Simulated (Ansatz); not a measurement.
A run of Ansatz 0.2.0 is set up as follows.

The input input.yaml:

```yaml
crystal:
  lattice:
    - [2.67, 0.0, 0.0]
    - [-1.335, 2.3122878281, 0.0]
    - [0.0, 0.0, 4.966]
  atoms:
    - { symbol: Zn, position: [0.6666666667, 0.3333333333, 0.75] }
    - { symbol: Zn, position: [0.3333333333, 0.6666666667, 0.25] }
hamiltonian:
  xc: pbe
  pseudopotentials: { kind: paw, source: jth }
kpoints:
  mp_grid: { grid: [11, 11, 6] }
  band_path:
    path:
      - [[0.0, 0.0, 0.0], [0.5, 0.0, 0.0], [0.3333333333, 0.3333333333, 0.0], [0.0, 0.0, 0.0], [0.0, 0.0, 0.5], [0.5, 0.0, 0.5], [0.3333333333, 0.3333333333, 0.5], [0.0, 0.0, 0.5]]
      - [[0.5, 0.0, 0.5], [0.5, 0.0, 0.0]]
      - [[0.3333333333, 0.3333333333, 0.0], [0.3333333333, 0.3333333333, 0.5]]
    npoints: 14
scf:
  occupations: { method: fermi_dirac, width: 0.05 }
  n_extra_bands: 6
output:
  forces: true
  stress: true
  eigenvalues: true
  fatbands: false
```

Potentials or basis: JTH PAW.

Command:

```sh
$ ansatz run input.yaml --threads 2 --pin off --max-ram 5632MiB --backend cpu --events-out ev --progress --plain --runs-dir out
```

Q: What does it give for the pressure?

A: -0.7 GPa.

Q: What does it give for the band gap on the k mesh?

A: None (metal or under the smearing width).

Levels at the corners of the path, in eV from the Fermi level:
```tsv
point	band 10	band 11	band 12	band 13	band 14	band 15
Γ	-6.93	-6.93	-3.48	-2.93	13.52	17.10
M	-6.73	-2.68	-2.02	2.71	3.65	4.14
K	-7.03	0.14	0.14	0.29	5.06	6.13
Γ	-6.93	-6.93	-3.48	-2.93	13.52	17.10
A	-7.02	-7.02	-7.02	4.64	4.64	18.66
L	-6.74	-1.71	-1.71	0.23	0.23	10.13
H	-6.94	1.08	1.08	1.94	1.94	2.24
A	-7.02	-7.02	-7.02	4.64	4.64	18.66
L	-6.74	-1.71	-1.71	0.23	0.23	10.13
M	-6.73	-2.68	-2.02	2.71	3.65	4.14
K	-7.03	0.14	0.14	0.29	5.06	6.13
H	-6.94	1.08	1.08	1.94	1.94	2.24
```
